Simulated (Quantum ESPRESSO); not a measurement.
Here is a Quantum ESPRESSO 7.5 calculation.

Contents of pw.in:

```
&CONTROL
  calculation = 'vc-relax'
  prefix = 'pwscf'
  outdir = './tmp'
  pseudo_dir = './pseudo'
  tprnfor = .true.
  tstress = .true.
  disk_io = 'low'
  nstep = 40
  forc_conv_thr = 0.0004
  etot_conv_thr = 1d-05
/
&SYSTEM
  ibrav = 0
  A = 2.8779246
  nat = 1
  ntyp = 1
  ecutwfc = 76
  nbnd = 16
  occupations = 'smearing'
  smearing = 'fd'
  degauss = 0.00367493
/
&ELECTRONS
  conv_thr = 2d-10
  electron_maxstep = 120
  mixing_beta = 0.5
/
&IONS
  ion_dynamics = 'bfgs'
/
&CELL
  cell_dynamics = 'bfgs'
  press = 0
  press_conv_thr = 0.3
/
ATOMIC_SPECIES
Au   196.9666 Au.upf
CELL_PARAMETERS alat
   0.0000000000    0.7071067810    0.7071067810
   0.7071067810    0.0000000000    0.7071067810
   0.7071067810    0.7071067810    0.0000000000
ATOMIC_POSITIONS alat
Au     0.0000000000    0.0000000000    0.0000000000
K_POINTS automatic
11 11 11 0 0 0
```

Potentials or basis: Ansatz NC SR PBE.

The run is started by

```bash
$ OMP_NUM_THREADS=1 pw.x -in pw.in > pw.out
```

Task: What does it give for the relaxed volume?

Result: 17.95 Å³/atom.

Task: Predict the band gap on the k mesh.

Result: None (metal or under the smearing width).

Task: What does it give for the space group after relaxing (to 0.05 Å)?

Result: Fm-3m (No. 225).

Task: Predict the relaxed cell.

Result: a = 2.939 Å, b = 2.939 Å, c = 2.939 Å, α = 60.00°, β = 60.00°, γ = 60.00°.

Step by step:
```csv
step,energy change (eV),largest force (eV/Å),pressure (GPa),volume (Å³)
1,0.0000,0.0000,10.81,16.85
2,-0.0338,0.0000,1.20,17.80
3,-0.0344,0.0000,0.15,17.93
4,-0.0344,0.0000,0.00,17.95
```

Spin-orbit coupling is left out, which matters for the levels of Au. Zero-point motion and thermal expansion aren't in these numbers.
